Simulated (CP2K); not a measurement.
# TiO2 (P4_2/mnm) in CP2K: relaxation of cell and atoms with PBE

Aim: the relaxation of cell and atoms of TiO2 with PBE.

Everything below comes from runs of CP2K 2026.2. Logs are shortened: lines on timing, memory, paths and dates and some standing lists are left out, and cuts for length are marked.

## (1) The crystal as given

It takes space group P4_2/mnm (No. 136, tetragonal). The conventional cell has a = 4.600 Å, b = 4.600 Å, c = 2.959 Å, α = 90.00°, β = 90.00°, γ = 90.00°. Ti (site symmetry mmm) has 6 O at 1.95 to 1.98 Å as nearest neighbours. O (site symmetry m2m) is surrounded by 3 Ti at 1.95 to 1.98 Å.

The cell is a database's computed one.

## (2) Relaxation of cell and atoms, PBE

The input, tio2_vcrelax.inp:

```
&GLOBAL
  PROJECT tio2_vcrelax
  RUN_TYPE CELL_OPT
  PRINT_LEVEL LOW
&END GLOBAL
&FORCE_EVAL
  METHOD QS
  STRESS_TENSOR ANALYTICAL
  &DFT
    BASIS_SET_FILE_NAME BASIS_MOLOPT_UZH
    POTENTIAL_FILE_NAME POTENTIAL_UZH
    &MGRID
      CUTOFF 600
      REL_CUTOFF 60
      NGRIDS 5
    &END MGRID
    &QS
      METHOD GPW
      EPS_DEFAULT 1.0E-9
      EXTRAPOLATION USE_PREV_P
    &END QS
    &KPOINTS
      SCHEME MONKHORST-PACK 5 5 7
      GAMMA_CENTERED T
    &END KPOINTS
    &SCF
      SCF_GUESS ATOMIC
      EPS_SCF 1.0E-6
      MAX_SCF 100
      ADDED_MOS 24
      CHOLESKY OFF
      EPS_EIGVAL 1.0E-7
      &DIAGONALIZATION ON
        ALGORITHM STANDARD
      &END DIAGONALIZATION
      &MIXING ON
        METHOD BROYDEN_MIXING
        ALPHA 0.4
        BETA 1.5
        NBUFFER 8
      &END MIXING
      &SMEAR ON
        METHOD FERMI_DIRAC
        ELECTRONIC_TEMPERATURE [K] 580.226
      &END SMEAR
    &END SCF
    &XC
      &XC_FUNCTIONAL PBE
      &END XC_FUNCTIONAL
    &END XC
    &PRINT
      &KPOINTS ON
      &END KPOINTS
      &MULLIKEN ON
        &EACH
          CELL_OPT 0
        &END EACH
        ADD_LAST NUMERIC
      &END MULLIKEN
      &MO ON
        ENERGIES T
        OCCUPATION_NUMBERS T
        &EACH
          QS_SCF 0
          CELL_OPT 0
        &END EACH
        ADD_LAST NUMERIC
      &END MO
      &LOWDIN ON
        &EACH
          CELL_OPT 0
        &END EACH
        ADD_LAST NUMERIC
      &END LOWDIN
      &HIRSHFELD ON
        SHAPE_FUNCTION DENSITY
        &EACH
          CELL_OPT 0
        &END EACH
        ADD_LAST NUMERIC
      &END HIRSHFELD
    &END PRINT
  &END DFT
  &SUBSYS
    &CELL
      ABC 4.5998373239 4.5998373239 2.9592135600
      ALPHA_BETA_GAMMA 90.0000000000 90.0000000000 90.0000000000
      PERIODIC XYZ
    &END CELL
    &COORD
      Ti  0.0000000000 0.0000000000 1.4796067800
      Ti  2.2999186620 2.2999186620 0.0000000000
      O   1.3998285662 1.3998285662 1.4796067800
      O   0.9000900958 3.6997472281 0.0000000000
      O   3.6997472281 0.9000900958 0.0000000000
      O   3.2000087577 3.2000087577 1.4796067800
    &END COORD
    &KIND Ti
      BASIS_SET TZVP-MOLOPT-PBE-GTH-q12
      POTENTIAL GTH-PBE-q12
    &END KIND
    &KIND O
      BASIS_SET TZVP-MOLOPT-PBE-GTH-q6
      POTENTIAL GTH-PBE-q6
    &END KIND
    &PRINT
      &ATOMIC_COORDINATES ON
      &END ATOMIC_COORDINATES
      &CELL ON
      &END CELL
    &END PRINT
  &END SUBSYS
  &PRINT
    &FORCES ON
    &END FORCES
    &STRESS_TENSOR ON
    &END STRESS_TENSOR
  &END PRINT
&END FORCE_EVAL
&MOTION
  &CELL_OPT
    OPTIMIZER LBFGS
    MAX_ITER 40
    MAX_FORCE [eV*angstrom^-1] 0.05
    RMS_FORCE [eV*angstrom^-1] 0.05
    MAX_DR 1.0E-2
    RMS_DR 1.0E-2
    EXTERNAL_PRESSURE [bar] 0.0
    PRESSURE_TOLERANCE [bar] 500
    KEEP_SPACE_GROUP T
  &END CELL_OPT
  &PRINT
    &TRAJECTORY ON
    &END TRAJECTORY
    &CELL ON
    &END CELL
    &FORCES ON
    &END FORCES
    &STRESS ON
    &END STRESS
    &RESTART OFF
    &END RESTART
    &RESTART_HISTORY OFF
    &END RESTART_HISTORY
  &END PRINT
&END MOTION
```

Potentials or basis: POTENTIAL_UZH Ti GTH-PBE-q12, O GTH-PBE-q6; TZVP-MOLOPT-PBE-GTH basis.

Command:

```console
$ OMP_NUM_THREADS=2 cp2k.psmp -i tio2_vcrelax.inp -o tio2_vcrelax.out
```

tio2_vcrelax.out:

```text

 CP2K| version string:                                       CP2K version 2026.2
 CP2K| Input file name                                          tio2_vcrelax.inp

 GLOBAL| Force Environment number                                              1
 GLOBAL| Basis set file name                                    BASIS_MOLOPT_UZH
 GLOBAL| Potential file name                                       POTENTIAL_UZH
 GLOBAL| MM Potential file name                                     MM_POTENTIAL
 GLOBAL| Coordinate file name                                      __STD_INPUT__
 GLOBAL| Method name                                                        CP2K
 GLOBAL| Project name                                               tio2_vcrelax
 GLOBAL| Run type                                                       CELL_OPT
 GLOBAL| FFT library                                                       FFTW3
 GLOBAL| Diagonalization library                                       ScaLAPACK
 GLOBAL| Cholesky decomposition library                                ScaLAPACK
 GLOBAL| DGEMM library                                                      BLAS
 GLOBAL| Direct generalized diagonalization requested                          F
 GLOBAL| Matrix multiplication library                                 ScaLAPACK
 GLOBAL| Global print level                                                  LOW
 GLOBAL| Total number of message passing processes                             1
 GLOBAL| Number of threads for this process                                    2
 GLOBAL| CPU model name                                                  UNKNOWN

 CELL| Volume [angstrom^3]:                                            62.612530
 CELL| Vector a [angstrom]:       4.600     0.000     0.000   |a| =     4.599837
 CELL| Vector b [angstrom]:       0.000     4.600     0.000   |b| =     4.599837
 CELL| Vector c [angstrom]:       0.000     0.000     2.959   |c| =     2.959214
 CELL| Angle (b,c), alpha [degree]:                                    90.000000
 CELL| Angle (a,c), beta  [degree]:                                    90.000000
 CELL| Angle (a,b), gamma [degree]:                                    90.000000
 CELL| Numerically orthorhombic:                                             YES
 CELL| Periodicity                                                           XYZ

 CELL_REF| Volume [angstrom^3]:                                        62.612530
 CELL_REF| Vector a [angstrom     4.600     0.000     0.000   |a| =     4.599837
 CELL_REF| Vector b [angstrom     0.000     4.600     0.000   |b| =     4.599837
 CELL_REF| Vector c [angstrom     0.000     0.000     2.959   |c| =     2.959214
 CELL_REF| Angle (b,c), alpha [degree]:                                90.000000
 CELL_REF| Angle (a,c), beta  [degree]:                                90.000000
 CELL_REF| Angle (a,b), gamma [degree]:                                90.000000
 CELL_REF| Numerically orthorhombic:                                         YES
 CELL_REF| Periodicity                                                       XYZ

[... 9 lines left out ...]

  Total number of            - Atomic kinds:                                   2
                             - Atoms:                                          6
                             - Shell sets:                                     6
                             - Shells:                                        50
                             - Primitive Cartesian functions:                 32
                             - Cartesian basis functions:                    154
                             - Spherical basis functions:                    138

  Maximum angular momentum of- Orbital basis functions:                        3
                             - Local part of the GTH pseudopotential:          2
                             - Non-local part of the GTH pseudopotential:      3

 MODULE QUICKSTEP: ATOMIC COORDINATES IN ANGSTROM

   Atom Kind Element         X             Y             Z       Z(eff)     Mass
      1    1 Ti   22      0.000000      0.000000      1.479607  12.0000  47.8670
      2    1 Ti   22      2.299919      2.299919      0.000000  12.0000  47.8670
      3    2 O     8      1.399829      1.399829      1.479607   6.0000  15.9994
      4    2 O     8      0.900090      3.699747      0.000000   6.0000  15.9994
      5    2 O     8      3.699747      0.900090      0.000000   6.0000  15.9994
      6    2 O     8      3.200009      3.200009      1.479607   6.0000  15.9994

 SCF PARAMETERS         Density guess:                                    ATOMIC
                        --------------------------------------------------------
                        max_scf:                                             100
[... 7 lines left out ...]
                        --------------------------------------------------------
                        level_shift [a.u.]:                             0.000000
                        added MOs                                        24    0
[... 689 lines left out ...]
 OPT|
 OPT| Maximum step size                                             0.0304024767
 OPT| Convergence limit for maximum step size                       0.0100000000
 OPT| Maximum step size is converged                                          NO
 OPT|
 OPT| RMS step size                                                 0.0101915715
 OPT| Convergence limit for RMS step size                           0.0100000000
 OPT| RMS step size is converged                                              NO
 OPT|
 OPT| Maximum gradient                                              0.0006209914
 OPT| Convergence limit for maximum gradient                        0.0009723453
 OPT| Maximum gradient is converged                                          YES
 OPT|
 OPT| RMS gradient                                                  0.0002886330
 OPT| Convergence limit for RMS gradient                            0.0009723453
 OPT| RMS gradient is converged                                              YES
 OPT|
 OPT| Pressure deviation [bar]                                   2602.7312918355
 OPT| Pressure tolerance [bar]                                    500.0000000000
 OPT| Pressure is converged                                                   NO
 OPT| **************************************************************************
[... 113 lines left out ...]
 OPT| **************************************************************************
 OPT| Step number                                                              4
 OPT| Optimization method                                                  LBFGS
 OPT| Total energy [hartree]                                     -180.6487505540
 OPT| Internal pressure [bar]                                      54.4112787509
 OPT| Effective energy change [hartree]                            -0.0000060627
 OPT| Decrease in energy                                                     YES
 OPT|
 OPT| Maximum step size                                             0.0083582941
 OPT| Convergence limit for maximum step size                       0.0100000000
 OPT| Maximum step size is converged                                         YES
 OPT|
 OPT| RMS step size                                                 0.0028081570
 OPT| Convergence limit for RMS step size                           0.0100000000
 OPT| RMS step size is converged                                             YES
 OPT|
 OPT| Maximum gradient                                              0.0001980387
 OPT| Convergence limit for maximum gradient                        0.0009723453
 OPT| Maximum gradient is converged                                          YES
 OPT|
 OPT| RMS gradient                                                  0.0001164139
 OPT| Convergence limit for RMS gradient                            0.0009723453
 OPT| RMS gradient is converged                                              YES
 OPT|
 OPT| Pressure deviation [bar]                                     54.4112787509
 OPT| Pressure tolerance [bar]                                    500.0000000000
 OPT| Pressure is converged                                                  YES
 OPT| **************************************************************************

 *******************************************************************************
 ***                    GEOMETRY OPTIMIZATION COMPLETED                      ***
 *******************************************************************************

 write_final_structure: Optimization converged, writing XYZ file gladly:
  tio2_vcrelax-FINAL-1_4.xyz

 write_final_structure: Optimization converged, writing CIF file gladly:
  tio2_vcrelax-FINAL-1_4.cif

 write_final_structure: Done!

                    Reevaluating energy at the minimum

 CELL| Volume [angstrom^3]:                                            64.170591
 CELL| Vector a [angstrom]:       4.648     0.000     0.000   |a| =     4.648461
 CELL| Vector b [angstrom]:       0.000     4.648     0.000   |b| =     4.648461
 CELL| Vector c [angstrom]:       0.000     0.000     2.970   |c| =     2.969734
 CELL| Angle (b,c), alpha [degree]:                                    90.000000
 CELL| Angle (a,c), beta  [degree]:                                    90.000000
 CELL| Angle (a,b), gamma [degree]:                                    90.000000
 CELL| Numerically orthorhombic:                                             YES
 CELL| Periodicity                                                           XYZ
[... 789 lines left out ...]
 MO|     47               1.106660              30.113755               0.000000
 MO|     48               1.153819              31.397009               0.000000
 MO| Sum:                                                              48.000000
 MO| E(Fermi):            0.282150 a.u.          7.677685 eV

 [... the levels of further k-points ...]

 !-----------------------------------------------------------------------------!
                     Mulliken Population Analysis

 #  Atom  Element  Kind  Atomic population                           Net charge
       1     Ti       1         10.600121                              1.399879
       2     Ti       1         10.600164                              1.399836
       3     O        2          6.699927                             -0.699927
       4     O        2          6.699932                             -0.699932
       5     O        2          6.699930                             -0.699930
       6     O        2          6.699926                             -0.699926
 # Total charge                             48.000000                 -0.000000

 !-----------------------------------------------------------------------------!

 !-----------------------------------------------------------------------------!
                           Hirshfeld Charges

  #Atom  Element  Kind  Ref Charge     Population                    Net charge
      1       Ti     1      12.000         11.434                         0.566
      2       Ti     1      12.000         11.435                         0.565
      3       O      2       6.000          6.283                        -0.283
      4       O      2       6.000          6.283                        -0.283
      5       O      2       6.000          6.283                        -0.283
      6       O      2       6.000          6.283                        -0.283

  Total Charge                                                           -0.000
 !-----------------------------------------------------------------------------!

 LOWDIN POPULATION ANALYSIS

 #  Atom  Element  Kind  Atomic population                           Net charge
       1     Ti       1         13.166154                             -1.166154
       2     Ti       1         13.166156                             -1.166156
       3     O        2          5.416923                              0.583077
       4     O        2          5.416923                              0.583077
       5     O        2          5.416922                              0.583078
       6     O        2          5.416922                              0.583078
 # Total charge                             48.000000                 -0.000000

 ENERGY| Total FORCE_EVAL ( QS ) energy [hartree]           -180.648750554030130
```

Run time: 5.5 min. Hardware: 2 threads of Arm Neoverse V2, shared host; peak memory 0.6 GiB.

What came out:

| Item | Value |
| --- | --- |
| Free energy | -4915.7025 eV |
| Relaxed volume | 10.70 Å³/atom |
| Relaxed cell | a = 4.648 Å, b = 4.648 Å, c = 2.970 Å, α = 90.00°, β = 90.00°, γ = 90.00° |
| Space group after relaxing (to 0.05 Å) | P4_2/mnm (No. 136) |
| Pressure after relaxing | 0.0 GPa |
| Largest force after relaxing | 0.016 eV/Å |
| Band gap on the k mesh | 1.79 eV, direct |
| Mulliken charges | Ti +1.40; O -0.70 e |
| Hirshfeld charges | Ti +0.57, +0.56; O -0.28 e |

Forces on the atoms (eV/Å):
```
Ti   0.000  0.000  0.000
Ti   0.000  0.000  0.000
O    0.009  0.009  0.000
O   -0.012  0.012  0.000
O    0.012 -0.012  0.000
O   -0.009 -0.009  0.000
```

The path:
```csv
step,energy change (eV),largest force (eV/Å),volume (Å³)
1,0.0000,0.0904,63.88
2,-0.0031,0.0027,63.93
3,-0.0060,0.0287,64.10
4,-0.0061,0.0164,64.17
5,-0.0061,0.0164,64.17
```

Final structure:
```
Ti O
1.0
     4.64846    0.00000    0.00000
     0.00000    4.64846    0.00000
     0.00000    0.00000    2.96973
Ti O
2 4
Direct
  0.00000 0.00000 0.50000
  0.50000 0.50000 0.00000
  0.30534 0.30534 0.50000
  0.19465 0.80534 0.00000
  0.80534 0.19465 0.00000
  0.69466 0.69466 0.50000
```

Caveat: Mulliken charges move with the basis; the printed path begins after the first move; an odd mesh through Γ misses points on the zone boundary, where band edges often lie; the basis of atomic orbitals isn't converged, which shifts pressures, moduli and gaps.
